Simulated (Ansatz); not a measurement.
## Response of Ti to small distortions

```
Ti
1.0
     2.95000    0.00000    0.00000
    -1.47500    2.55477    0.00000
     0.00000    0.00000    4.68600
Ti
2
Cartesian
  0.0000 1.7032 1.1715
  1.4750 0.8516 3.5145
```

Atom numbers follow the list: Ti1, Ti2.

The cell is COD entry 9008517, as deposited and not checked against the literature; nothing was relaxed.

These are results of DFT, PBE, all-electron PAW with datasets made for the crystal, scalar-relativistic in Ansatz 0.2.0, not measurements.

The runs use a Γ-centred 13×13×7 k mesh, Fermi–Dirac smearing of 0.08 eV, cutoff 260 eV (chosen by the program for this cell), no spin polarisation.

The unchanged cell is at -1.58 GPa.

In a metal, stresses and small energies carry noise from the k mesh.

x, y and z are the Cartesian axes of the cell as listed; fractional coordinates follow a strain, and an engineering shear is twice the off-diagonal strain component.

Question: One change gave: energy change under 1 meV/atom; stress change (xx, yy, zz, yz, xz, xy) 0.01, 0.01, 0.01, -0.40, -0.40, -0.61 GPa, compression positive; change of the force on Ti2 (0.027, 0.000, -0.001) eV/Å. Which change was it?
A. equal xy, yz and zx engineering shear strains of +2 %
B. equal xy, yz and zx engineering shear strains of -1 %
C. equal xy, yz and zx engineering shear strains of -2 %
D. equal xy, yz and zx engineering shear strains of +3 %
E. equal xy, yz and zx engineering shear strains of +1 %
F. equal xy, yz and zx engineering shear strains of -3 %

Answer: E. For equal xy, yz and zx engineering shear strains of -2 %: energy change +3 meV/atom; stress change (xx, yy, zz, yz, xz, xy) 0.03, 0.05, 0.03, 0.84, 0.85, 1.28 GPa, compression positive; change of the force on Ti1 (0.055, 0.001, 0.007) eV/Å. For equal xy, yz and zx engineering shear strains of +3 %: energy change +7 meV/atom; stress change (xx, yy, zz, yz, xz, xy) 0.06, 0.13, 0.05, -1.11, -1.12, -1.75 GPa, compression positive; change of the force on Ti2 (0.076, -0.003, -0.012) eV/Å. For equal xy, yz and zx engineering shear strains of -3 %: energy change +7 meV/atom; stress change (xx, yy, zz, yz, xz, xy) 0.07, 0.11, 0.06, 1.27, 1.28, 1.93 GPa, compression positive; change of the force on Ti1 (0.083, 0.003, 0.016) eV/Å. For equal xy, yz and zx engineering shear strains of -1 %: energy change under 1 meV/atom; stress change (xx, yy, zz, yz, xz, xy) 0.01, 0.01, 0.01, 0.41, 0.42, 0.63 GPa, compression positive; change of the force on Ti1 (0.028, 0.000, 0.002) eV/Å. For equal xy, yz and zx engineering shear strains of +2 %: energy change +3 meV/atom; stress change (xx, yy, zz, yz, xz, xy) 0.03, 0.06, 0.02, -0.77, -0.77, -1.20 GPa, compression positive; change of the force on Ti2 (0.052, -0.001, -0.006) eV/Å.
